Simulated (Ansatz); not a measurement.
A crystal relaxed with r2SCAN+rVV10 in Ansatz has space group R3m:H (No. 160) and a = 4.021 Å, c = 25.232 Å.

```
atom  site       x       y       z
  In    3a  0.6667  0.3333  0.3329
  In    3a  0.6667  0.3333  0.2225
  Xx    3a  0.3333  0.6667  0.0497
  Xx    3a  0.0000  0.0000  0.1723
```

The r2SCAN gap is direct at T: 0.82 eV. The HSE06 gap is direct at T: 1.14 eV. PBE gives a direct gap of 0.40 eV at T. Meshes: r2SCAN 8×8×8, HSE06 6×6×6, PBE 8×8×8.

**Question.** Which element is Xx?
A. Se
B. S
C. O
D. Te

**Answer.** A. Xx is Se: a 4-atom cell of InSe started from a crystallographic database. In is surrounded by 3 Se at 2.64 Å and 1 In at 2.79 Å; Se is surrounded by 3 In at 2.64 Å.

No spin polarisation and no zero-point or thermal motion.

Spin-orbit coupling is left out, which matters wherever the heavy atoms make up the band edges.
